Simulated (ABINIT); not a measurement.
Input of an ABINIT 10.8.3 (patched build) run:

Contents of run.abi:

```
# Datasets
ndtset 3

# Pseudopotentials
pp_dirpath "./"
pseudos "Fe.upf"

# Structure
acell 4.7230856957 4.7230856957 4.7230856957
rprim
    -0.5773502692     0.5773502692     0.5773502692
     0.5773502692    -0.5773502692     0.5773502692
     0.5773502692     0.5773502692    -0.5773502692
ntypat 1
znucl 26
natom 1
typat 1
xred
            0.0            0.0            0.0

# Plane-wave basis
ecut 1251.723767 eV

# k points
ngkpt 16 16 16
nshiftk 2
shiftk
     0.2500000000     0.2500000000     0.2500000000
    -0.2500000000    -0.2500000000    -0.2500000000
istwfk *1

# Exchange and correlation
ixc 11

# Bands and occupations
occopt 3
tsmear 0.2 eV

# Spin
nsppol 2
spinat
     0.0000000000     0.0000000000     3.0000000000

# SCF cycle
nstep 80

# Output
iomode 3
prteig 0
prtebands 0

# Dataset 1: ground state
nband1 13
tolvrs1 1.0e-12
prtden1 1
prtwf1 0
kptopt1 1

# Dataset 2: empty bands at fixed density
iscf2 -3
getden2 1
nband2 20
nbdbuf2 4
tolwfr2 1.0e-12
nstep2 120
prtden2 0
kptopt2 1

# Dataset 3: wave functions and velocity matrix elements in the full zone
optdriver3 8
wfk_task3 "wfk_optics_fullbz"
getwfk3 2
nband3 16
kptopt3 1
prtevk3 1
inclvkb3 2
```

File optic.abi:

```
&FILES
 ddkfile_1 = 'runo_DS3_1_EVK.nc',
 ddkfile_2 = 'runo_DS3_2_EVK.nc',
 ddkfile_3 = 'runo_DS3_3_EVK.nc',
 wfkfile = 'runo_DS3_WFK.nc'
/
&PARAMETERS
 broadening = 0.003675,
 domega = 0.002,
 maxomega = 0.8,
 scissor = 0.000000,
 tolerance = 0.002
/
&COMPUTATIONS
 num_lin_comp = 1,
 lin_comp = 11,
 num_nonlin_comp = 0
/
```

Potentials or basis: PseudoDojo NC SR PBE v0.4.1 standard.

Launch:

```console
$ mpirun --bind-to none -np 4 abinit run.abi > log 2>&1
$ optic optic.abi > optic.log 2>&1
```

Q: Predict the site moments.

A: Fe +2.46 μB.

Q: Predict the pressure.

A: -5.4 GPa.

Q: What does it give for the net moment?

A: 2.41 μB per cell.

Dielectric function (mean over the directions given):
```tsv
energy (eV)	real part	imaginary part
0.33	50.54	18.48
1.31	14.19	22.89
2.29	8.69	20.65
3.37	-6.69	18.30
4.35	-3.58	5.87
5.44	-1.84	4.12
6.42	-0.08	6.12
7.51	-1.14	2.63
8.49	1.08	2.41
9.58	0.45	3.25
10.56	0.06	2.84
11.65	-0.01	2.41
12.63	-0.15	2.13
13.71	-0.20	1.80
14.69	0.06	1.55
15.78	0.31	1.18
16.76	0.13	1.23
17.85	0.43	1.29
18.83	0.35	1.44
19.92	0.28	1.26
```

Caveat: the intraband (Drude) term is left out; spectra need much finer meshes, so this one isn't converged; independent-particle spectra lack excitons.
